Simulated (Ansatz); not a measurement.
Crystal: Ir.

```
CELL_PARAMETERS angstrom
0.00000 1.91560 1.91560
1.91560 0.00000 1.91560
1.91560 1.91560 0.00000
ATOMIC_POSITIONS crystal
Ir 0.00000 0.00000 0.00000
```

- Program: Ansatz 0.2.0
- Task: relaxation of cell and atoms
- Functional: revPBE
- Potentials or basis: all-electron LAPW, scalar-relativistic
- Basis error allowed: 0.001 eV/atom
- k mesh: 12 × 12 × 12
- Occupations: fermi-dirac, width 0.05 eV
- Spin: no spin polarisation

At the start: volume 14.06 Å³/atom.

Question: Where does the relaxation end?

Answer: Over 5 steps the energy falls by 23.1 meV/atom and the volume is 14.60 Å³/atom (+3.9 %); space group Fm-3m (No. 225, to 0.05 Å).

Step by step:
| step | energy change (eV) | largest force (eV/Å) | volume (Å³) |
| --- | --- | --- | --- |
| 1 | 0.0000 | 0.0000 | 14.06 |
| 2 | -0.0227 | 0.0000 | 14.68 |
| 3 | -0.0231 | 0.0000 | 14.61 |
| 4 | -0.0231 | 0.0000 | 14.60 |
| 5 | -0.0231 | 0.0000 | 14.60 |

Final structure:
```
Ir
1.0
     0.00000    1.94003    1.94003
     1.94003    0.00000    1.94003
     1.94003    1.94003    0.00000
Ir
1
Direct
  0.00000 0.00000 0.00000
```
